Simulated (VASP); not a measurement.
**HgTe (Coloradoite): relaxation of cell and atoms with PBE+rVV10**

The system is HgTe (Coloradoite).

```xyz
2
Lattice="0.0000 3.2145 3.2145 3.2145 0.0000 3.2145 3.2145 3.2145 0.0000" Properties=species:S:1:pos:R:3 pbc="T T T"
Hg    0.0000    0.0000    0.0000
Te    4.8217    4.8217    4.8217
```

```
Program                : VASP 6.6.1
Task                   : relaxation of cell and atoms
Functional             : PBE
Dispersion             : rVV10
Potentials or basis    : VASP PAW PBE potentials, release 64 (Hg, Te)
Cutoff                 : 600 eV
k mesh                 : 7 × 7 × 7
Occupations            : fermi-dirac, width 0.05 eV
Spin                   : no spin polarisation
Further INCAR settings : ALGO = Normal; EDIFF = 1e-06; IBRION = 2; EDIFFG = -0.01; NSW = 40; ISIF = 3
```

```json
{"Relaxed volume": "35.97 Å³/atom", "Relaxed cell": "a = 4.668 Å, b = 4.668 Å, c = 4.668 Å, α = 60.00°, β = 60.00°, γ = 60.00°", "Space group after relaxing (to 0.05 Å)": "F-43m (No. 216)", "Energy gained by relaxing": "29.4 meV/atom", "Ionic steps": "3", "Pressure after relaxing": "0.0 GPa", "Band gap on the k mesh": "none (metal or under the smearing width)"}
```

The path:
| step | energy change (eV) | largest force (eV/Å) | pressure (GPa) | volume (Å³) |
| --- | --- | --- | --- | --- |
| 1 | 0.0000 | 0.0000 | 3.69 | 66.43 |
| 2 | -0.0519 | 0.0000 | -1.01 | 74.07 |
| 3 | -0.0588 | 0.0000 | 0.01 | 71.94 |

Final structure:
```cif
data_structure
_symmetry_space_group_name_H-M 'P 1'
_symmetry_Int_Tables_number 1
_cell_length_a 4.6683
_cell_length_b 4.6683
_cell_length_c 4.6683
_cell_angle_alpha 60.000
_cell_angle_beta 60.000
_cell_angle_gamma 60.000
_cell_volume 71.94
loop_
_atom_site_label
_atom_site_type_symbol
_atom_site_fract_x
_atom_site_fract_y
_atom_site_fract_z
_atom_site_occupancy
Hg1 Hg 0.00000 0.00000 0.00000 1
Te1 Te 0.75000 0.75000 0.75000 1
```

Levels at points of the mesh, in eV from the Fermi level:
```tsv
k point	band 5	band 6	band 7	band 8	band 9	band 10	band 11	band 12	band 13
(0.00, 0.00, 0.00)	-6.59	-6.59	-0.95	-0.05	-0.05	-0.05	4.26	4.26	4.26
```

Wall time 2.7 min on 1 thread of Intel(R) Xeon(R) Platinum 8488C (Sapphire Rapids), with other jobs on the host, peak memory 0.39 GiB.

Spin-orbit coupling is left out, which matters for the levels of Hg, Te.
